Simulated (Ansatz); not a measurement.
Runs of Ansatz 0.2.0 on Mn3Si. It takes space group Fm-3m (No. 225, cubic). The conventional cell has a = 5.722 Å, b = 5.722 Å, c = 5.722 Å, α = 90.00°, β = 90.00°, γ = 90.00°. Mn (site symmetry -43m) is surrounded by 4 Mn at 2.48 Å and 4 Si at 2.48 Å. Mn (site symmetry m-3m) is surrounded by 8 Mn at 2.48 Å. Si (site symmetry m-3m) has 8 Mn at 2.48 Å as nearest neighbours. 

```tsv
task	fixed moment (μB)	cell	k mesh	target pressure (GPa)	gap on the mesh (eV)	pressure (GPa)	moment (μB)
single point	15.0	as given	7 × 7 × 7	-	-	88.5	15.00
relaxation of cell and atoms	-	relaxed	8 × 8 × 8	0	none	0.0	1.08
relaxation of cell and atoms	-	relaxed to 5 GPa	8 × 8 × 8	5	none	5.0	1.16
single point	3.0	as given	7 × 7 × 7	-	-	-19.5	3.00
relaxation of cell and atoms	-	relaxed to 10 GPa	8 × 8 × 8	10	none	10.0	(a)
```

Alike in all rows: level PBEsol; potentials or basis Ansatz PAW; spin collinear, ferromagnetic start; cutoff (eV) 420; smearing fermi-dirac 0.05 eV.

Task: Estimate the missing entries.

Result: (a) 1.27.

Caveats: the PAW data sets come from PBE, with cores solved anew for the run's functional, which leaves a small shift of forces and pressure; the plane-wave basis is chosen anew once the cell has moved, so the energies of steps on either side of that aren't comparable (some runs); the starting moments weren't kept (some runs); the total moment is fixed, so each spin has its own Fermi level (some runs); the thresholds are loose for stress (some runs); a pressure of tens of GPa on the cell as given is suspect, and the run, the potentials or the cell itself is likely at fault (some runs).

A gap of «none» marks a metal or a gap under the smearing width.
